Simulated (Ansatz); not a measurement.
## Ta4C3: computed properties

Method: Ansatz, DFT PBEsol, scalar-relativistic, plane waves, PAW.

Cutoff 420 eV; k points 8×8×8 on the computed 7-atom cell (Γ-centred); Gaussian smearing, width 0.10 eV; no spin polarisation.

The structure is relaxed at this level of theory with its symmetry kept. Whether it is the stable form of this composition wasn't checked.

```cif
data_structure
_symmetry_space_group_name_H-M 'Pm-3m'
_symmetry_Int_Tables_number 221
_cell_length_a 4.4026
_cell_length_b 4.4026
_cell_length_c 4.4026
_cell_angle_alpha 90.000
_cell_angle_beta 90.000
_cell_angle_gamma 90.000
_cell_volume 85.34
loop_
_atom_site_label
_atom_site_type_symbol
_atom_site_symmetry_multiplicity
_atom_site_Wyckoff_symbol
_atom_site_fract_x
_atom_site_fract_y
_atom_site_fract_z
_atom_site_occupancy
Ta1 Ta 3 c 0.00000 0.50000 0.50000 1
Ta2 Ta 1 a 0.00000 0.00000 0.00000 1
C1 C 3 d 0.50000 0.00000 0.00000 1
```

* Space group: Pm-3m (No. 221)
* Volume per atom: 12.19 Å³
* Formation energy from the elements' standard states (uncorrected): -0.529 eV/atom
* Kohn–Sham band gap: none (metal)
* Density of states at the Fermi level: 4.03 states/eV per cell
* Löwdin character within 0.5 eV of the Fermi level: Ta 5d 78 %, C 2p 16 %
* Bulk modulus: 311 GPa
* Its pressure derivative: 4.1
* Bader charges (e): Ta (3 in the cell) 1.25, Ta (1 in the cell) 1.92, C (3 in the cell) -1.89

Spin-orbit coupling is left out, which matters for the bands of heavy elements.